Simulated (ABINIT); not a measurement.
# ZrSe2 (P-3m1) in ABINIT: single point with PBE

Aim: the single point of ZrSe2 with PBE.

Everything below comes from runs of ABINIT 10.8.3 (patched build). Logs are shortened: lines on timing, memory, paths and dates and some standing lists are left out, and cuts for length are marked. The log counts tension as positive stress, the text compression.

**The experiment to reproduce.**

From “Stress-Tuned Optical Transitions in Layered 1T-MX2 (M= Hf, Zr, Sn; X= S, Se) Crystals”, 2022, arxiv:2210.12074, for a bulk crystal of ZrSe2: band gap 1.2 eV (indirect).

The runs below are set against these values where they give the same quantity.

## 1. The crystal as given

The structure is trigonal, space group P-3m1 (No. 164). The conventional cell has a = 3.798 Å, b = 3.798 Å, c = 6.192 Å, α = 90.00°, β = 90.00°, γ = 120.00°. Zr (site symmetry -3m) is surrounded by 6 Se at 2.68 Å. Se (site symmetry 3m) has 3 Zr at 2.68 Å as nearest neighbours.

## 2. Single point, PBE

run.abi reads:

```
# Pseudopotentials
pp_dirpath "./"
pseudos "Zr.upf, Se.upf"

# Structure
acell 3*1.0 Angstrom
rprim
     3.7980000000     0.0000000000     0.0000000000
    -1.8990000000     3.2891644836     0.0000000000
     0.0000000000     0.0000000000     6.1920000000
ntypat 2
znucl 40 34
natom 3
typat 1 2 2
xcart
     0.0000000000     0.0000000000     0.0000000000
     1.8990000002     1.0963881611     4.6440000000
    -0.0000000002     2.1927763225     1.5480000000 Angstrom

# Plane-wave basis
ecut 40.0

# k points
kptopt 1
ngkpt 6 6 4
nshiftk 1
shiftk 0.0 0.0 0.0

# Exchange and correlation
ixc 11

# Bands and occupations
nband 27
occopt 3
tsmear 0.00183747

# SCF cycle
nstep 100
tolvrs 1.0e-10

# Output
iomode 3
prtwf 0
prtden 0
prteig 0
prtebands 0
prtvol 2
```

Potentials or basis: PseudoDojo NC SR PBE v0.4.1 standard.

Launch:

```sh
mpirun --bind-to none -np 4 abinit run.abi > log 2>&1
```

run.abo:

```text
.Version 10.8.3 of ABINIT
 Symmetries : space group P-3 m 1 (#164); Bravais hP (primitive hexag.)
================================================================================
 Values of the parameters that define the memory need of the present run
     intxc =       0    ionmov =       0      iscf =       7    lmnmax =       6
     lnmax =       6     mgfft =      72  mpssoang =       3    mqgrid =    3332
     natom =       3  nloc_mem =       1    nspden =       1   nspinor =       1
    nsppol =       1      nsym =      12    n1xccc =    2501    ntypat =       2
    occopt =       3   xclevel =       2
       mpw =        6360          nfft =      145800          nkpt =          24
================================================================================
================================================================================

--------------------------------------------------------------------------------
------------- Echo of variables that govern the present computation ------------
--------------------------------------------------------------------------------
 -outvars: echo values of preprocessed input variables --------
            acell      1.8897261259E+00  1.8897261259E+00  1.8897261259E+00 Bohr
              amu      9.12240000E+01  7.89600000E+01
             ecut      4.00000000E+01 Hartree
              ixc          11
         kptrlatt        6    0    0      0    6    0      0    0    4
          kptrlen      4.30630790E+01
            natom           3
            nband          27
            ngfft          45      45      72
             nkpt          24
            nstep         100
             nsym          12
           ntypat           2
           occopt           3
           prtden           0
        prtebands           0
           prteig           0
           prtvol           2
            prtwf           0
            rprim      3.7980000000E+00  0.0000000000E+00  0.0000000000E+00
                      -1.8990000000E+00  3.2891644836E+00  0.0000000000E+00
                       0.0000000000E+00  0.0000000000E+00  6.1920000000E+00
          spgroup         164
           tolvrs      1.00000000E-10
           tsmear      1.83747000E-03 Hartree
            typat      1  2  2
           xangst      0.0000000000E+00  0.0000000000E+00  0.0000000000E+00
                       1.8990000000E+00  1.0963881612E+00  4.6440000000E+00
                       3.2139269804E-16  2.1927763224E+00  1.5480000000E+00
            xcart      0.0000000000E+00  0.0000000000E+00  0.0000000000E+00
                       3.5885899131E+00  2.0718733524E+00  8.7758881287E+00
                       6.0734417817E-16  4.1437467047E+00  2.9252960429E+00
             xred      0.0000000000E+00  0.0000000000E+00  0.0000000000E+00
                       6.6666666667E-01  3.3333333333E-01  7.5000000000E-01
                       3.3333333333E-01  6.6666666667E-01  2.5000000000E-01
            znucl       40.00000   34.00000

================================================================================

 chkinp: Checking input parameters for consistency.

================================================================================
== DATASET  1 ==================================================================

--- !DatasetInfo
iteration_state: {dtset: 1, }
dimensions: {natom: 3, nkpt: 24, mband: 27, nsppol: 1, nspinor: 1, nspden: 1, mpw: 6360, }
cutoff_energies: {ecut:  40.0, pawecutdg:  -1.0, }
electrons: {nelect:   4.40000000E+01, charge:   0.00000000E+00, occopt:   3.00000000E+00, tsmear:   1.83747000E-03, }
meta: {optdriver: 0, ionmov: 0, optcell: 0, iscf: 7, paral_kgb: 0, }
...

 Exchange-correlation functional for the present dataset will be:
  GGA: Perdew-Burke-Ernzerhof functional - ixc=11
  J.P.Perdew, K.Burke, M.Ernzerhof, PRL 77, 3865 (1996)

 Real(R)+Recip(G) space primitive vectors, cartesian coordinates (Bohr,Bohr^-1):
 R(1)=  7.1771798  0.0000000  0.0000000  G(1)=  0.1393305  0.0804425  0.0000000
 R(2)= -3.5885899  6.2156201  0.0000000  G(2)=  0.0000000  0.1608850  0.0000000
 R(3)=  0.0000000  0.0000000 11.7011842  G(3)=  0.0000000  0.0000000  0.0854614
 Unit cell volume ucvol=  5.2199711E+02 bohr^3
 Angles (23,13,12)=  9.00000000E+01  9.00000000E+01  1.20000000E+02 degrees
[... 196 lines left out ...]
  6.05E-16 4.89E-15 2.78E-14
   0.3333  0.1667  0.5000    1  3.14790E-07 kpt; spin; max resid(k); each band:
  2.97E-18 1.66E-18 2.05E-18 1.86E-18 1.39E-18 1.76E-18 1.89E-18 1.91E-18
  1.94E-18 5.48E-18 5.71E-18 9.09E-19 2.53E-18 1.73E-18 5.08E-18 3.88E-18
  2.36E-17 2.90E-17 2.11E-17 3.74E-17 1.38E-17 2.90E-17 9.27E-17 4.64E-16
  8.13E-14 5.15E-11 3.15E-07
   0.3333  0.3333  0.5000    1  1.32113E-11 kpt; spin; max resid(k); each band:
  2.94E-18 1.72E-18 1.80E-18 1.80E-18 1.33E-18 1.81E-18 1.81E-18 1.63E-18
  1.85E-18 6.00E-18 6.00E-18 6.95E-19 6.95E-19 1.59E-18 2.96E-18 2.99E-18
  8.68E-18 8.69E-18 3.09E-17 2.49E-17 1.53E-17 1.49E-17 5.52E-17 6.12E-16
  6.17E-16 5.24E-12 1.32E-11
 reduced coordinates (array xred) for    3 atoms
       0.000000000000      0.000000000000      0.000000000000
       0.666666666667      0.333333333333      0.750000000000
       0.333333333333      0.666666666667      0.250000000000
 rms dE/dt=  2.9826E-02; max dE/dt=  6.3271E-02; dE/dt below (all hartree)
    1       0.000000000000      0.000000000000      0.000000000000
    2       0.000000000000      0.000000000000      0.063270537548
    3       0.000000000000      0.000000000000     -0.063270537548

 cartesian coordinates (angstrom) at end:
    1      0.00000000000000     0.00000000000000     0.00000000000000
    2      1.89900000000000     1.09638816120000     4.64400000000000
    3      0.00000000000000     2.19277632240000     1.54800000000000

 cartesian forces (hartree/bohr) at end:
    1      0.00000000000000     0.00000000000000    -0.00000000000000
    2     -0.00000000000000    -0.00000000000000    -0.00540719098340
    3      0.00000000000000    -0.00000000000000     0.00540719098340
 frms,max,avg= 2.5489743E-03 5.4071910E-03   0.000E+00  0.000E+00  0.000E+00 h/b

 cartesian forces (eV/Angstrom) at end:
    1      0.00000000000000     0.00000000000000    -0.00000000000000
    2     -0.00000000000000    -0.00000000000000    -0.27804893979437
    3      0.00000000000000    -0.00000000000000     0.27804893979437
 frms,max,avg= 1.3107353E-01 2.7804894E-01   0.000E+00  0.000E+00  0.000E+00 e/A
 length scales=  1.889726125908  1.889726125908  1.889726125908 bohr
              =  1.000000000000  1.000000000000  1.000000000000 angstroms
 Fermi (or HOMO) energy (hartree) =   0.19136   Average Vxc (hartree)=  -0.36643
 Eigenvalues (hartree) for nkpt=  24  k points:
 kpt#   1, nband= 27, wtk=  0.00694, kpt=  0.0000  0.0000  0.0000 (reduced coord)
  -1.63398   -1.54087   -1.54087   -1.54086   -1.54086   -1.54051   -1.54051   -1.54050
  -1.54050   -1.54040   -1.54039   -0.82744   -0.82326   -0.82326   -0.30072   -0.25455
   0.01339    0.08456    0.08456    0.18307    0.18307    0.18522    0.22327    0.22327
   0.24291    0.34408    0.34424
      occupation numbers for kpt#   1
   2.00000    2.00000    2.00000    2.00000    2.00000    2.00000    2.00000    2.00000
   2.00000    2.00000    2.00000    2.00000    2.00000    2.00000    2.00000    2.00000
   2.00000    2.00000    2.00000    1.97829    1.97829    1.93152    0.00000    0.00000
   0.00000    0.00000    0.00000
 kpt#   2, nband= 27, wtk=  0.04167, kpt=  0.1667  0.0000  0.0000 (reduced coord)
  -1.63389   -1.54087   -1.54087   -1.54086   -1.54084   -1.54051   -1.54051   -1.54050
  -1.54050   -1.54040   -1.54039   -0.82704   -0.82497   -0.82362   -0.29187   -0.25554
   0.02688    0.07341    0.08940    0.12210    0.15695    0.17930    0.22332    0.25008
   0.25745    0.32856    0.34327
      occupation numbers for kpt#   2
   2.00000    2.00000    2.00000    2.00000    2.00000    2.00000    2.00000    2.00000
[... 208 lines left out ...]
      occupation numbers for kpt#  23
   2.00000    2.00000    2.00000    2.00000    2.00000    2.00000    2.00000    2.00000
   2.00000    2.00000    2.00000    2.00000    2.00000    2.00000    2.00000    2.00000
   2.00000    2.00000    2.00000    2.00000    2.00000    2.00000    0.00000    0.00000
   0.00000    0.00000    0.00000
 kpt#  24, nband= 27, wtk=  0.01389, kpt=  0.3333  0.3333  0.5000 (reduced coord)
  -1.63359   -1.54087   -1.54086   -1.54086   -1.54074   -1.54051   -1.54051   -1.54050
  -1.54050   -1.54038   -1.54038   -0.82788   -0.82788   -0.82561   -0.25697   -0.25697
   0.04833    0.04833    0.06163    0.09835    0.11158    0.11158    0.24926    0.26585
   0.26585    0.36370    0.36370
      occupation numbers for kpt#  24
   2.00000    2.00000    2.00000    2.00000    2.00000    2.00000    2.00000    2.00000
   2.00000    2.00000    2.00000    2.00000    2.00000    2.00000    2.00000    2.00000
   2.00000    2.00000    2.00000    2.00000    2.00000    2.00000    0.00000    0.00000
   0.00000    0.00000    0.00000
 Total charge density [el/Bohr^3]
)     Maximum=    2.4446E+00  at reduced coord.    0.7333    0.4000    0.7083
)Next maximum=    2.4446E+00  at reduced coord.    0.6667    0.4000    0.7083
)     Minimum=    4.6698E-04  at reduced coord.    0.3333    0.6667    0.2500
)Next minimum=    4.6698E-04  at reduced coord.    0.6667    0.3333    0.7500
   Integrated=    4.4000E+01

--- !EnergyTerms
iteration_state     : {dtset: 1, }
comment             : Components of total free energy in Hartree
kinetic             :  1.71073199209748E+02
hartree             :  8.57945109218076E+01
xc                  : -5.84590904540846E+01
Ewald energy        : -1.58878396892309E+02
psp_core            :  6.56340163511811E+00
local_psp           : -2.38559657745004E+02
non_local_psp       : -1.00774593002839E+02
internal            : -2.93240626327562E+02
'-kT*entropy'       : -2.04052764891018E-05
total_energy        : -2.93240646732838E+02
total_energy_eV     : -7.97948450126853E+03
band_energy         : -3.89920271727182E+01
...

 Cartesian components of stress tensor (hartree/bohr^3)
  sigma(1 1)= -4.81161587E-05  sigma(3 2)=  0.00000000E+00
  sigma(2 2)= -4.81161589E-05  sigma(3 1)=  0.00000000E+00
  sigma(3 3)= -9.67342261E-05  sigma(2 1)=  0.00000000E+00

-Cartesian components of stress tensor (GPa)         [Pressure=  1.8924E+00 GPa]
- sigma(1 1)= -1.41562626E+00  sigma(3 2)=  0.00000000E+00
- sigma(2 2)= -1.41562627E+00  sigma(3 1)=  0.00000000E+00
- sigma(3 3)= -2.84601919E+00  sigma(2 1)=  0.00000000E+00

== END DATASET(S) ==============================================================
================================================================================

 -outvars: echo values of variables after computation  --------
            acell      1.8897261259E+00  1.8897261259E+00  1.8897261259E+00 Bohr
           etotal     -2.9324064673E+02
            fcart      5.0022344679E-29  1.4440207083E-28 -0.0000000000E+00
                      -1.0004468936E-28 -1.1552165666E-28 -5.4071909834E-03
                       5.0022344679E-29 -2.8880414166E-29  5.4071909834E-03
            rprim      3.7980000000E+00  0.0000000000E+00  0.0000000000E+00
                      -1.8990000000E+00  3.2891644836E+00  0.0000000000E+00
                       0.0000000000E+00  0.0000000000E+00  6.1920000000E+00
           strten     -4.8116158664E-05 -4.8116158867E-05 -9.6734226063E-05
                       0.0000000000E+00  0.0000000000E+00  0.0000000000E+00
           xangst      0.0000000000E+00  0.0000000000E+00  0.0000000000E+00
                       1.8990000000E+00  1.0963881612E+00  4.6440000000E+00
                       3.2139269804E-16  2.1927763224E+00  1.5480000000E+00
             xred      0.0000000000E+00  0.0000000000E+00  0.0000000000E+00
                       6.6666666667E-01  3.3333333333E-01  7.5000000000E-01
                       3.3333333333E-01  6.6666666667E-01  2.5000000000E-01
 Calculation completed.
```

Wall time 52 s (4 MPI ranks of Arm Neoverse V1, shared host); peak memory 0.44 GiB.

Results:

```
Free energy                                           : -7979.4845 eV
Pressure                                              : 1.9 GPa
Largest force                                         : 0.278 eV/Å
Band gap on the k mesh                                : 0.36 eV, indirect (least direct gap 1.04 eV)
Valence electrons inside the program's atomic spheres : Zr 8.31; Se 13.28
```

Forces on the atoms (eV/Å):
```
Zr   0.000  0.000  0.000
Se   0.000  0.000 -0.278
Se   0.000  0.000  0.278
```

Stress tensor (GPa, compression positive):
```
1.42 0.00 0.00
0.00 1.42 0.00
0.00 0.00 2.85
```

Caveat: this functional lacks dispersion, which binds the layers, so the pressure and a relaxed spacing across them are unreliable.

## 3. Against experiment

Step 2. Measured gap of ZrSe2: 1.2 eV (indirect; quoted in “Stress-Tuned Optical Transitions in Layered 1T-MX2 (M= Hf, Zr, Sn; X= S, Se) Crystals”, 2022, arxiv:2210.12074). This calculation gives 0.36 eV (-0.84 eV). Spin-orbit coupling on Se, Zr is left out. The value is that of PBE on a finite k mesh, which can miss the band edges, without temperature or zero-point motion. Semilocal functionals fall short of measured gaps as a rule.
